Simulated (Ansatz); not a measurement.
# C: the cost of one run

All numbers are computed with the Python package of Ansatz 0.2.0. Level of theory: DFT PBEsol, plane waves, PAW.

**1. The system**

It takes space group P6/mmm (No. 191, hexagonal). Conventional cell: a = 2.456 Å, b = 2.456 Å, c = 8.524 Å, α = 90.00°, β = 90.00°, γ = 120.00°. C (site symmetry -6m2) has 3 C at 1.42 Å as nearest neighbours.

No structure file is read: the coordinates are typed or built in the script.

**2. The code**

Input file vcrelax_c.py:

```python
# -*- coding: utf-8 -*-
"""Relax cell and ions of C."""

import itertools

import ansatz
from ase import Atoms
from ase.data import atomic_numbers
from ase.neighborlist import neighbor_list
import matplotlib.pyplot as plt
import numpy as np
import spglib

def edges_and_angles(cell):
    cell = np.asarray(cell)
    a, b, c = np.linalg.norm(cell, axis=1)
    cosines = cell[1] @ cell[2] / (b * c), cell[0] @ cell[2] / (a * c), cell[0] @ cell[1] / (a * b)
    return (a, b, c, *np.degrees(np.arccos(cosines)))

atoms = Atoms(
    ["C", "C"],
    scaled_positions=[
        (1 / 3, 2 / 3, 0.0),
        (2 / 3, 1 / 3, 0.0),
    ],
    cell=[
        (2.45617, 0.0, 0.0),
        (-1.228085, 2.127106, 0.0),
        (0.0, 0.0, 8.523803),
    ],
    pbc=True,
)
cell = ansatz.Crystal.from_ase(atoms)

# a pressure is positive in compression
job = (
    cell.calculation()
    .functional("pbesol")
    .pseudopotentials("paw")
    .basis(35 * ansatz.Ry)
    .kpoints(12, 12, 3)
    .occupations("Marzari-Vanderbilt", width=100 * ansatz.meV)
    .relax(force_tolerance=0.03, pressure=50 * ansatz.kbar, stress_tolerance=0.05)
    .density()
)
steps = []


def collect(event):
    if event["event"] == "relax_step":
        steps.append(event["data"])


res = job.session().plan().execute(on_event=collect)
summary = res.report
for s in steps:
    flag = "" if s["accepted"] else "  (rejected)"
    print("step %2d  E = %.5f eV  largest force component = %.4f eV/A%s" % (s["step"], s["lagrangian_ev"], s["allowed_force_max_ev_ang"], flag))

first, last = steps[0], steps[-1]
symbols = [site.symbol for site in res.lattice.sites]
print(f"energy gained {first['lagrangian_ev'] - last['lagrangian_ev']:.4f} eV in {len(steps) - 1} steps")
for label, vectors in (("before", first["cell_ang"]), ("after", res.lattice.cell_ang)):
    print(label, "a b c (A) {:.4f} {:.4f} {:.4f}  angles {:.2f} {:.2f} {:.2f}".format(*edges_and_angles(vectors)), f" V = {abs(np.linalg.det(vectors)):.3f} A^3")
print("final stress xx yy zz (GPa, compression positive):", np.round(np.diag(summary["stress_gpa"]), 3) + 0.0)

final = Atoms(symbols, positions=last["positions_ang"], cell=res.lattice.cell_ang, pbc=True)
i, j, d = neighbor_list("ijd", final, 4.5)
print("neighbours within 1.1 times the shortest distance of each atom (A)")
for atom in range(len(final)):
    near = [m for m in np.argsort(d) if i[m] == atom]
    shell = [m for m in near if d[m] < 1.1 * d[near[0]]]
    print(f"{symbols[atom]}{atom} ({len(shell)}):", ", ".join(f"{symbols[j[m]]} {d[m]:.3f}" for m in shell))

fractions = [site.position_frac for site in res.lattice.sites]
numbers = [atomic_numbers[s] for s in symbols]
for tolerance in (1e-3, 1e-2, 1e-1):
    print(f"space group at {tolerance} A:", spglib.get_spacegroup((res.lattice.cell_ang, fractions, numbers), symprec=tolerance))

change = np.array(last["positions_ang"]) @ np.linalg.inv(last["cell_ang"]) - np.array(first["positions_ang"]) @ np.linalg.inv(first["cell_ang"])
moved = np.linalg.norm(change @ np.array(last["cell_ang"]), axis=1)
print("displacement within the cell, strain taken out (A):", " ".join(f"{s}:{d:.3f}" for s, d in zip(symbols, moved)))

fig, (top, bottom) = plt.subplots(2, 1, sharex=True, figsize=(4.5, 4))
top.plot([s["lagrangian_ev"] - last["lagrangian_ev"] for s in steps], "o-")
top.set_ylabel("E - E(final) (eV)")
bottom.semilogy([max(s["allowed_force_max_ev_ang"], 1e-6) for s in steps], "s-")
bottom.set(xlabel="step", ylabel="largest force (eV/A)")
fig.tight_layout()
fig.savefig("relax.png", dpi=100)

print("%-22s %14.5f eV" % ("F = E - TS", summary["free_energy_ev"]))
print("%-22s %14.5f eV" % ("E", summary["internal_energy_ev"]))
print("%-22s %14.5f eV" % ("Harris-Foulkes", summary["harris_foulkes_ev"]))
print("%-22s %14.5f eV" % ("Fermi level", summary["fermi_energy_ev"]))

# valence electrons inside a sphere about each atom
rho = res.density()
total = sum(channel.density_e_per_ang3 for channel in rho.channels[:2])
grid_cell = np.asarray(rho.fft_grid_basis) @ res.lattice.cell_ang
mesh = np.stack(np.meshgrid(*[np.arange(n) / n for n in rho.dims], indexing="ij"), axis=-1)
for site in res.lattice.sites:
    offset = mesh - site.position_ang @ np.linalg.inv(grid_cell)
    offset -= offset.round()
    distance = np.min([np.linalg.norm((offset + shift) @ grid_cell, axis=-1) for shift in itertools.product((-1, 0, 1), repeat=3)], axis=0)
    inside = [total[distance < radius].sum() * rho.cell_volume_ang3 / total.size for radius in (0.8, 1.0, 1.2)]
    print(site.symbol, "electrons within 0.8, 1.0, 1.2 A:", np.round(inside, 2))
```

**3. The input behind the calls**

The engine receives this input:

```yaml
crystal:
  lattice:
    - [2.45617, 0.0, 0.0]
    - [-1.228085, 2.127106, 0.0]
    - [0.0, 0.0, 8.523803]
  atoms:
    - { symbol: C, position: [0.3333333333333333, 0.6666666666666666, 0.0] }
    - { symbol: C, position: [0.6666666666666666, 0.3333333333333333, 0.0] }
basis:
  ecutwfc: 476.19925930478996
kpoints:
  mp_grid:
    grid: [12, 12, 3]
hamiltonian:
  xc: pbesol
  pseudopotentials:
    kind: paw
scf:
  occupations:
    method: cold
    width: 0.1
relax:
  f_tol: 0.03
  cell:
    p_target: 5.0
    stress_tol: 0.05
output:
  write_density: true
```

**4. The run**

Run with:

```bash
$ python vcrelax_c.py
```

Q: Estimate wall time and peak memory on 1 thread of Intel Xeon 6975P-C (Granite Rapids), shared host.

About 7.8 s, with a peak of 0.47 GiB.
